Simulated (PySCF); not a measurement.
## Unknown: peak-picked proton spectrum

Formula C4H10O. The spectrum was simulated from the full spin Hamiltonian at 300 MHz with 0.6 Hz Lorentzian lines, from shifts rounded to 0.01 ppm and J to 0.1 Hz, couplings under 1 Hz left out.

Maxima in ppm (height), grouped by integral:
4H: 3.597 (16), 3.572 (49), 3.548 (50), 3.524 (17)
6H: 1.304 (50), 1.280 (100), 1.256 (48)

$^{13}$C{$^{1}$H} NMR (computed): δ 71.3, 18.1.

Non-relativistic, equivalent nuclei averaged, one computed conformer, in vacuum. Geometry from GFN2-xTB; shielding tensors at PBE0/pcSseg-1 (GIAO); B3LYP/pcJ-1 coupling constants (without the spin–dipole term); PySCF 2.14.

Shifts are taken against calculated references (same method and geometry level): $^{1}$H (31.72 ppm) and $^{13}$C (186.93 ppm) against TMS.

Q: Analyse the multiplets.

A: $^{1}$H NMR (300 MHz, computed): δ 3.56 (m, 4H), 1.28 (m, 6H). These are first-order names from the parameters used; overlap and second-order distortion can hide them in the list.

Q: What is the compound?

A: diethyl ether.

Mapped SMILES: `[CH3:1][CH2:2][O:3][CH2:4][CH3:5]`. Hydrogens are named by the atom that carries them.

1. δ 3.56: H(C2)/H(C4), hydrogen on an sp3 CH2 bonded to O, coupled to H(C1)/H(C5) (7.3 Hz).
2. δ 1.28: H(C1)/H(C5), hydrogen on a methyl carbon, coupled to H(C2)/H(C4) (7.3 Hz).

The shifts were computed for this structure.

Splittings below 1 Hz are ignored in the labels, and close J values are merged. Couplings among chemically equivalent protons are left out too, so labels in AA′BB′ or AA′XX′ sets are apparent multiplicities. Unscaled 3J(H,H) at this level run about 10 % above measured values. Shifts are as computed. Against solution values, carbons near 30 ppm lie about +3 ppm off and those near 130 ppm about +5 ppm. Of 1211 compounds with measured shifts, 218 miss one by over three times the rms of a fit or turn the order of signals round; such compounds aren't used in these exercises.
